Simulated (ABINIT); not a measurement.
Runs of ABINIT 10.8.3 (patched build) on CaO. It takes space group Fm-3m (No. 225, cubic). The conventional cell has a = 4.807 Å, b = 4.807 Å, c = 4.807 Å, α = 90.00°, β = 90.00°, γ = 90.00°. Around Ca (site symmetry m-3m) lie 6 O at 2.40 Å. O (site symmetry m-3m) has 6 Ca at 2.40 Å as nearest neighbours. The cell is a database's computed one.

| task | level | potentials or basis | k mesh | cutoff (eV) | fine-grid cutoff | gap on the mesh (eV) | pressure (GPa) | V0 of scaled cells (Å³/atom) | B0 (GPa) |
| --- | --- | --- | --- | --- | --- | --- | --- | --- | --- |
| band structure | SCAN | JTH PAW PBE v2.0 | 10 × 10 × 10 | 762 | 1360.57 eV | 4.18 | -2.1 | - | - |
| equation of state | PBE | JTH PAW PBE v2.0 | 10 × 10 × 10 | 490 | 979.61 eV | - | - | 14.08 | 104 |
| equation of state | BP86+D2 | JTH PAW PBE v2.0 | 10 × 10 × 10 | 626 | 1224.51 eV | - | - | 13.31 | 122 |
| equation of state | PBE+D3 | JTH PAW PBE v2.0 | 10 × 10 × 10 | 626 | 1224.51 eV | - | - | 13.75 | (b) |
| band structure | LDA | PseudoDojo NC SR LDA v0.4.1 standard | 10 × 10 × 10 | 1143 | - | 3.49 | -7.3 | - | - |
| single point | LDA | JTH PAW LDA v2.0 | 8 × 8 × 8 | 626 | 1224.51 eV | 3.48 | -7.1 | - | - |
| band structure | PW91 | JTH PAW PBE v2.0 | 10 × 10 × 10 | 626 | 1224.51 eV | 3.66 | 0.8 | - | - |
| equation of state | PBEsol | JTH PAW PBE v2.0 | 10 × 10 × 10 | 626 | 1224.51 eV | - | - | (a) | 116 |
| single point | PBE | JTH PAW PBE v2.0 | 13 × 13 × 13 | 626 | 1224.51 eV | 3.68 | 1.5 | - | - |
| single point | LDA | JTH PAW LDA v2.0 | 6 × 6 × 6 | 626 | 1224.51 eV | 3.48 | -7.1 | - | - |

Alike in all rows: no spin polarisation; cell as given; smearing fermi-dirac 0.05 eV.

Fill in the values left out.

(a) 13.54; (b) 111.

Caveats: the PAW data sets were made with another functional, which shifts forces and pressure a little (some runs); pressures at fixed basis lie under the slope of the energies (some runs); an odd mesh through Γ misses points on the zone boundary, where band edges often lie (some runs).
